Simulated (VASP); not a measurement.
Set up this calculation in VASP 6.6.1, as the native input.

| Property | Result |
| --- | --- |
| Task | electric field gradients |
| Functional | LDA |
| Potentials or basis | VASP PAW LDA potentials, release 64 (V_sv) |
| Cutoff | 520 eV |
| k mesh | 12 × 12 × 12 |
| Occupations | tetrahedron |
| Spin | collinear spin, random start |
| Starting moments | [1.18] μB |
| Hubbard terms | V d U = 3 eV, J = 0.5 eV |
| LDAUTYPE | 2 |
| Hund's J | 0.5 |
| Further INCAR settings | ALGO = Fast; EDIFF = 1e-08; NBANDS = 10 |

The structure of V lies in POSCAR:

```
V
1.0
   -1.5537012449      1.5537012449      1.5537012449
    1.5537012449     -1.5537012449      1.5537012449
    1.5537012449      1.5537012449     -1.5537012449
V
1
Cartesian
    0.0000000000      0.0000000000      0.0000000000
```

The cell isn't the ideal one: volume scaled by 1.08.

The input as run:

INCAR

```
SYSTEM = V
ALGO = Fast ; EDIFF = 1E-8
ENCUT = 520 ; ISIF = 2
ISMEAR = -5 ; ISPIN = 2
LASPH = .TRUE. ; LCHARG = .FALSE.
LDAU = .TRUE. ; LDAUJ = 0.5
LDAUL = 2 ; LDAUPRINT = 1
LDAUTYPE = 2 ; LDAUU = 3
LEFG = .TRUE. ; LMAXMIX = 4
LORBIT = 11 ; LREAL = .FALSE.
LWAVE = .FALSE. ; MAGMOM = 1.18
NBANDS = 10 ; NELM = 150
PREC = Accurate ; SIGMA = 0.05
```

KPOINTS

```
k-points
0
G
  12 12 12
  0 0 0
```

Potentials or basis: VASP PAW LDA potentials, release 64 (V_sv).

Launch:

```console
$ cat potpaw_LDA.64/V_sv/POTCAR > POTCAR
$ mpirun -np 1 vasp_std > vasp.out
```

Results of the run:

```json
{
  "Pressure": "-19.7 GPa",
  "Band gap on the k mesh": "none (metal or under the smearing width)",
  "Net moment": "0.70 μB per cell",
  "Site moments": "V +0.59 μB",
  "Valence electrons inside the program's atomic spheres": "V 11.47"
}
```

Caveat: the U is typed as a test and isn't derived for this compound; tetrahedron occupations give inexact forces and stress in metals.

Run time: 29 s on 1 thread of Intel(R) Xeon(R) Platinum 8259CL CPU @ 2.50GHz (Skylake/Cascade Lake), on a shared host, peak memory 0.14 GiB.
